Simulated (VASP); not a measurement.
# Si2Mo (I4/mmm) in VASP: further runs, part 2 of 3

VASP 6.6.1. Earlier steps stand in the parts before.

### Step 3. Relaxation of cell and atoms, PBE

This run uses another cell than the first one, of 13.42 Å³/atom, 1.021 times its volume.

INCAR reads:

```
PREC = Accurate ; ENCUT = 600
EDIFF = 1E-6 ; ISMEAR = 1
SIGMA = 0.1 ; LREAL = F
LASPH = T ; NELM = 80
ALGO = Normal ; ISIF = 3
LWAVE = F ; LCHARG = F
GGA = PE ; IBRION = 2
NSW = 90 ; EDIFFG = -0.01
```

KPOINTS reads:

```
Automatic mesh
0
Gamma
  16 16 16
```

POSCAR reads:

```
Si2Mo
1.0
   -1.6000000000      1.6000000000      3.9305000000
    1.6000000000     -1.6000000000      3.9305000000
    1.6000000000      1.6000000000     -3.9305000000
Si Mo
2 1
Direct
    0.3330000000      0.3330000000      0.0000000000
    0.6670000000      0.6670000000      0.0000000000
    0.0000000000      0.0000000000      0.0000000000
```

Potentials or basis: VASP PAW PBE potentials, release 64 (Si, Mo_sv).

Command:

```console
$ cat potpaw_PBE.64/Si/POTCAR potpaw_PBE.64/Mo_sv/POTCAR > POTCAR
$ mpirun -np 1 vasp_std > vasp.out
```

OUTCAR:

```text
PREC = Accurate
   ENCUT = 600
   EDIFF = 1E-6
   ISMEAR = 1
   LREAL = F
   LASPH = T
   NELM = 80
   ISIF = 3
   GGA = PE
   IBRION = 2
   NSW = 90
   EDIFFG = -0.01

 ion  position               nearest neighbor table
   1  0.333  0.333  0.000-   2 2.61   2 2.61   2 2.61   2 2.61   3 2.62   3 2.62   3 2.62   3 2.62
                             3 2.62   2 2.63
   2  0.667  0.667  0.000-   1 2.61   1 2.61   1 2.61   1 2.61   3 2.62   3 2.62   3 2.62   3 2.62
                             3 2.62   1 2.63
   3  0.000  0.000  0.000-   2 2.62   1 2.62   2 2.62   1 2.62   2 2.62   1 2.62   1 2.62   2 2.62
                             1 2.62   2 2.62

  LATTYP: Found a body centered tetragonal cell.
 ALAT       =     3.2000000000
 C/A-ratio  =     2.4565625000

  Lattice vectors:

 A1 = (  -1.6000000000,   1.6000000000,   3.9305000000)
 A2 = (   1.6000000000,  -1.6000000000,   3.9305000000)
 A3 = (   1.6000000000,   1.6000000000,  -3.9305000000)

Analysis of symmetry for initial positions (statically):
=====================================================================
 Subroutine PRICEL returns:
 Original cell was already a primitive cell.

 Routine SETGRP: Setting up the symmetry group for a
 body centered tetragonal supercell.

 Subroutine GETGRP returns: Found 16 space group operations
 (whereof 16 operations were pure point group operations)
 out of a pool of 16 trial point group operations.

The static configuration has the point symmetry D_4h.

Analysis of symmetry for dynamics (positions and initial velocities):
=====================================================================
 Subroutine PRICEL returns:
 Original cell was already a primitive cell.

 Routine SETGRP: Setting up the symmetry group for a
 body centered tetragonal supercell.

 Subroutine GETGRP returns: Found 16 space group operations
 (whereof 16 operations were pure point group operations)
 out of a pool of 16 trial point group operations.

The dynamic configuration has the point symmetry D_4h.

 Subroutine INISYM returns: Found 16 space group operations
 (whereof 16 operations are pure point group operations),
 and found     1 'primitive' translations

----------------------------------------------------------------------------------------

                                     Primitive cell

  volume of cell :      40.2483

  direct lattice vectors                    reciprocal lattice vectors
    -1.600000000  1.600000000  3.930500000     0.000000000  0.312500000  0.127210279
     1.600000000 -1.600000000  3.930500000     0.312500000  0.000000000  0.127210279
     1.600000000  1.600000000 -3.930500000     0.312500000  0.312500000  0.000000000

  length of vectors
     4.535287229  4.535287229  4.535287229     0.337399918  0.337399918  0.441941738

  position of ions in fractional coordinates (direct lattice)
     0.333000000  0.333000000  0.000000000
     0.667000000  0.667000000  0.000000000
     0.000000000  0.000000000  0.000000000

  ion indices of the primitive-cell ions
   primitive index   ion index
                 1           1
                 2           2
                 3           3

----------------------------------------------------------------------------------------

[... 64 lines left out ...]
   LNONCOLLINEAR =      F non collinear calculations
   LSORBIT =      F    spin-orbit coupling
   LASPH  =      T    aspherical Exc in radial PAW
   ENCUT  =  600.0 eV  44.10 Ry    6.64 a.u.   9.06  9.06  9.06*2*pi/ulx,y,z
   NELM   =     80;   NELMIN=  2; NELMDL= -5     # of ELM steps
   EDIFF  = 0.1E-05   stopping-criterion for ELM
   LREAL  =      F    real-space projection
   EDIFFG = -.1E-01   stopping-criterion for IOM
   NSW    =     90    number of steps for IOM
   IBRION =      2    ionic relax: 0-MD 1-quasi-New 2-CG
   NFREE  =      1    steps in history (QN), initial steepest desc. (CG)
   ISIF   =      3    stress and relaxation
   ISYM   =      2    0-nonsym 1-usesym 2-fastsym
   POTIM  = 0.5000    time-step for ionic-motion
   TEBEG  =    0.0;   TEEND  =   0.0 temperature during run
   PSTRESS=    0.0 pullay stress
   NELECT =      22.0000    total number of electrons
   NUPDOWN=      -1.0000    fix difference up-down
   EMIN   =  10.00;   EMAX   =-10.00  energy-range for DOS
   EFERMI =   0.00;   METHOD = LEGACY
   ISMEAR =     1;   SIGMA  =   0.10  broadening in eV -4-tet -1-fermi 0-gaus
   EFERMI_NEDOS =   21; number of points for ismear=-14 and -15
   IALGO  =     38    algorithm
   IMIX   =      4    mixing-type and parameters
     AMIX     =   0.40;   BMIX     =  1.00
     AMIX_MAG =   1.60;   BMIX_MAG =  1.00
  volume/ion in A,a.u.               =      13.42        90.54
  Fermi-wavevector in a.u.,A,eV,Ry     =   1.338546  2.529484 24.377614  1.791704
  Thomas-Fermi vector in A             =   2.467007
   LORBIT       =      0    0 simple, 1 ext, 2 COOP (PROOUT), +10 PAW based schemes
   GGA     = PE    functional components
   LHFCALC =     F    Hartree Fock is set to
   AEXX    =    0.0000 exact exchange contribution
   IVDW    =     0    specifies the selected vdW correction
   LEPSILON=     F    determine dielectric tensor
   LRPA    =     F    only Hartree local field effects (RPA)
 conjugate gradient relaxation of ions
 non-spin polarized calculation
 Methfessel and Paxton  Order N= 1 SIGMA  =   0.10
  energy-cutoff  :      600.00
  volume of cell :       40.25
 maximum number of plane-waves:      1362
   NGX = 19   NGY = 19   NGZ = 19

--------------------------------------- Ionic step        1  -------------------------------------------

 number of electron      22.0000000 magnetization

 Free energy of the ion-electron system (eV)
  ---------------------------------------------------
  ext. energy  EPLUGINS =         0.00000000
  ---------------------------------------------------
  free energy    TOTEN  =       -23.25253395 eV

  energy without entropy =      -23.25215579  energy(sigma->0) =      -23.25240790

------------------------ aborting loop because EDIFF is reached ----------------------------------------

  FORCE on cell =-STRESS in cart. coord.  units (eV):
  Direction    XX          YY          ZZ          XY          YZ          ZX
  --------------------------------------------------------------------------------------
  -------------------------------------------------------------------------------------
  Total        0.6953577      0.6953577      0.3928533      0.0000000      0.0000000     -0.0000000
  in kB       27.6803209     27.6803209     15.6384339      0.0000000      0.0000000     -0.0000000
  external PRESSURE =      23.6663585 kB  Pullay stress =       0.0000000 kB
[... 172 lines left out ...]
--------------------------------------- Ionic step        6  -------------------------------------------

 number of electron      22.0000000 magnetization

 Free energy of the ion-electron system (eV)
  ---------------------------------------------------
  ext. energy  EPLUGINS =         0.00000000
  ---------------------------------------------------
  free energy    TOTEN  =       -23.26115962 eV

  energy without entropy =      -23.26086633  energy(sigma->0) =      -23.26106185

 E-fermi :  12.0496     XC(G=0): -12.3663

 val. band max:       12.0438154794   @ k =  -0.4375  -0.4375   0.4375
 cond. band min:      12.0526415606   @ k =  -0.3750   0.5000   0.3750
 fundamental gap:      0.0088260812
 Fermi energy:        12.0496255967

 k-point     1 :       0.0000    0.0000    0.0000
  band No.  band energies     occupation
      1     -48.6721      2.00000
      2     -22.8138      2.00000
      3     -22.7468      2.00000
      4     -22.7468      2.00000
      5      -1.2533      2.00000
      6       5.7589      2.00000
      7       8.6381      2.00000
      8       9.0763      2.00000
      9       9.4826      2.00000
     10       9.4826      2.00000
     11      12.4218     -0.00000
     12      15.1338      0.00000
     13      15.3115      0.00000
     14      15.5324      0.00000
[... 401 lines left out ...]
      2     -22.8120      2.00000
      3     -22.7559      2.00000
      4     -22.7546      2.00000
      5      -1.1335      2.00000
      6       5.8654      2.00000
      7       8.2046      2.00000
      8       9.1078      2.00000
      9       9.1802      2.00000
     10       9.9603      2.00000
     11      11.9675      1.99066
     12      14.7465      0.00000
     13      15.3768      0.00000
     14      15.5175      0.00000
     15      15.5901      0.00000

 [... further k-points ...]

------------------------ aborting loop because EDIFF is reached ----------------------------------------

  FORCE on cell =-STRESS in cart. coord.  units (eV):
  Direction    XX          YY          ZZ          XY          YZ          ZX
  --------------------------------------------------------------------------------------
  -------------------------------------------------------------------------------------
  Total        0.0112902      0.0112902     -0.0188121      0.0000000      0.0000000      0.0000000
  in kB        0.4437981      0.4437981     -0.7394711      0.0000000      0.0000000      0.0000000
  external PRESSURE =       0.0493750 kB  Pullay stress =       0.0000000 kB
[... 18 lines left out ...]
  FREE ENERGIE OF THE ION-ELECTRON SYSTEM (eV)
  ---------------------------------------------------
  free  energy   TOTEN  =       -23.2611596173 eV

  energy  without entropy=      -23.2608663303  energy(sigma->0) =      -23.26106185

 reached required accuracy - stopping structural energy minimisation
```

OSZICAR:

```text
N       E                     dE             d eps       ncg     rms          rms(c)
DAV:   1     0.136757663843E+03    0.13676E+03   -0.12411E+04 10470   0.156E+03
DAV:   2    -0.204413966252E+02   -0.15720E+03   -0.15498E+03 12682   0.358E+02
DAV:   3    -0.241453012679E+02   -0.37039E+01   -0.36358E+01 14111   0.484E+01
DAV:   4    -0.241639334260E+02   -0.18632E-01   -0.18629E-01 11835   0.404E+00
[... 46 lines left out ...]
DAV:   1    -0.232615748031E+02   -0.48696E-03   -0.17952E-02 11751   0.125E+00    0.109E-01
DAV:   2    -0.232612468109E+02    0.32799E-03   -0.70774E-04 12430   0.211E-01    0.549E-02
DAV:   3    -0.232611640004E+02    0.82810E-04   -0.23719E-04 13109   0.120E-01    0.217E-02
DAV:   4    -0.232611599111E+02    0.40893E-05   -0.21192E-05 12311   0.349E-02    0.818E-03
DAV:   5    -0.232611596173E+02    0.29384E-06   -0.13751E-06  7716   0.751E-03
   6 F= -.23261160E+02 E0= -.23261062E+02  d E =-.720364E-04
```

It took 6.4 min on 1 thread of Intel Xeon 6975P-C (Granite Rapids), shared host; peak memory 0.41 GiB.

What came out:

| Property | Result |
| --- | --- |
| Free energy | -23.2612 eV |
| Relaxed volume | 13.59 Å³/atom |
| Relaxed cell | a = 4.548 Å, b = 4.548 Å, c = 4.548 Å, α = 138.57°, β = 138.57°, γ = 60.03° |
| Space group after relaxing (to 0.05 Å) | I4/mmm (No. 139) |
| Energy gained by relaxing | 2.9 meV/atom |
| Ionic steps | 6 |
| Pressure after relaxing | 0.0 GPa |
| Largest force after relaxing | 0.004 eV/Å |
| Band gap on the k mesh | none (metal or under the smearing width) |

Forces on the atoms (eV/Å):
```
Si   0.000  0.000 -0.004
Si   0.000  0.000  0.004
Mo   0.000  0.000  0.000
```

The path:
| step | energy change (eV) | largest force (eV/Å) | pressure (GPa) | volume (Å³) |
| --- | --- | --- | --- | --- |
| 1 | 0.0000 | 0.2738 | 2.37 | 40.25 |
| 2 | -0.0016 | 0.0945 | -3.22 | 41.41 |
| 3 | -0.0066 | 0.1757 | -0.70 | 40.86 |
| 4 | -0.0085 | 0.0104 | 0.12 | 40.75 |
| 5 | -0.0086 | 0.0146 | 0.01 | 40.76 |
| 6 | -0.0086 | 0.0038 | 0.00 | 40.76 |

Final structure:
```yaml
crystal:
  lattice:
    - [-1.60864, 1.60864, 3.93776]
    - [1.60864, -1.60864, 3.93776]
    - [1.60864, 1.60864, -3.93776]
  atoms:
    - { symbol: Si, position: [0.33513, 0.33513, 0.00000] }
    - { symbol: Si, position: [0.66487, 0.66487, 0.00000] }
    - { symbol: Mo, position: [0.00000, 0.00000, 0.00000] }
```

### Step 4. Relaxation of cell and atoms, PBE

This run uses another cell than the first one, of 13.59 Å³/atom, 1.034 times its volume.

INCAR reads:

```
PREC = Accurate ; ENCUT = 600
EDIFF = 1E-7 ; ISMEAR = 1
SIGMA = 0.1 ; LREAL = F
LASPH = T ; NELM = 80
ALGO = Normal ; ISIF = 3
LWAVE = F ; LCHARG = F
GGA = PE ; IBRION = 2
NSW = 90 ; EDIFFG = -0.005
```

KPOINTS is that of step 3.

POSCAR reads:

```
Si2Mo                                   
1.0
   -1.6086395844      1.6086395844      3.9377631769
    1.6086395844     -1.6086395844      3.9377631769
    1.6086395844      1.6086395844     -3.9377631769
  Si              Mo            
     2     1
Direct
     0.3351327482687013    0.3351327482687013    0.0000000000000000
     0.6648672517312986    0.6648672517312986    0.0000000000000000
     1.0000000000000000    1.0000000000000000    1.0000000000000000
```

Command:

```console
$ cat potpaw_PBE.64/Si/POTCAR potpaw_PBE.64/Mo_sv/POTCAR > POTCAR
$ mpirun -np 1 vasp_std > vasp.out
```

It took 2.7 min on 1 thread of Intel Xeon 6975P-C (Granite Rapids), shared host; peak memory 0.41 GiB.

The run converged. Its results:

```yaml
Free_energy: -23.2614 eV
Energy_gained_by_relaxing: 0.0 meV/atom
Ionic_steps: 2
Pressure_after_relaxing: 0.0 GPa
Band_gap_on_the_k_mesh: none (metal or under the smearing width)
```

Final structure:
```
Si Mo
1.0
    -1.60898    1.60898    3.93644
     1.60898   -1.60898    3.93644
     1.60898    1.60898   -3.93644
Si Mo
2 1
Direct
  0.33511 0.33511 0.00000
  0.66489 0.66489 0.00000
  0.00000 0.00000 0.00000
```

Levels at points of the mesh, in eV from the Fermi level:
| k point | band 9 | band 10 | band 11 | band 12 | band 13 | band 14 |
| --- | --- | --- | --- | --- | --- | --- |
| (0.00, 0.00, 0.00) | -2.57 | -2.57 | 0.37 | 3.08 | 3.26 | 3.48 |
| (0.50, 0.00, 0.00) | -2.53 | -2.51 | -0.48 | 2.22 | 3.09 | 3.98 |
| (0.50, 0.50, 0.00) | -4.37 | -2.98 | -1.20 | 2.27 | 2.68 | 3.11 |
| (0.50, 0.50, 0.50) | -0.55 | -0.55 | -0.47 | -0.47 | 0.50 | 4.71 |

(Part 2 of 3 ends here.)
